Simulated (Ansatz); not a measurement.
Runs of Ansatz 0.2.0 on Sn. Symmetry: Immm, No. 71, orthorhombic system. Conventional cell: a = 3.453 Å, b = 3.551 Å, c = 4.677 Å, α = 90.00°, β = 90.00°, γ = 90.00°. Sn (site symmetry mmm) has 12 Sn at 3.41 to 3.55 Å as nearest neighbours. This isn't the form of Sn at room conditions, which is tetragonal (white tin).

```tsv
task	level	spin	cell	k mesh	points for each segment of the path	gap on the mesh (eV)	pressure (GPa)	relaxed volume (Å³/atom)
band structure	HSEsol	off	as given	6 × 6 × 6	4	none	-3.0	-
relaxation of cell and atoms	PBE0	off	relaxed	6 × 6 × 6	-	none	0.0	27.29
single point	PBE0	SOC, no magnetisation	as given	5 × 5 × 5	-	none	(a)	-
band structure	HSE06	off	as given	6 × 6 × 6	4	none	(b)	-
relaxation of cell and atoms	HSEsol	off	relaxed	6 × 6 × 6	-	none	0.0	26.48
relaxation of cell and atoms	PBEsol0	off	relaxed	6 × 6 × 6	-	none	0.0	25.88
relaxation of cell and atoms	HSE03	off	relaxed	6 × 6 × 6	-	none	0.0	(c)
single point	B3LYP	off	as given	6 × 6 × 6	-	none	2.5	-
```

Alike in all rows: potentials or basis Ansatz PAW; cutoff (eV) 420; smearing fermi-dirac 0.05 eV; the mesh is coarse, so values aren't converged.

Estimate the missing entries.

(a) -2.4; (b) -1.4; (c) 27.48.

Caveats: all runs use coarse meshes; the PAW data sets come from PBE, with cores solved anew for the run's functional, which leaves a small shift of forces and pressure; the thresholds are loose for stress (some runs); the plane-wave basis is chosen anew once the cell has moved, so the energies of steps on either side of that aren't comparable (some runs); spin-orbit coupling is left out, which moves the levels of the heavy elements (some runs).

A k mesh can miss the band edges, and rows without SOC leave out spin-orbit coupling on Sn.

A gap of «none» marks a metal or a gap under the smearing width.
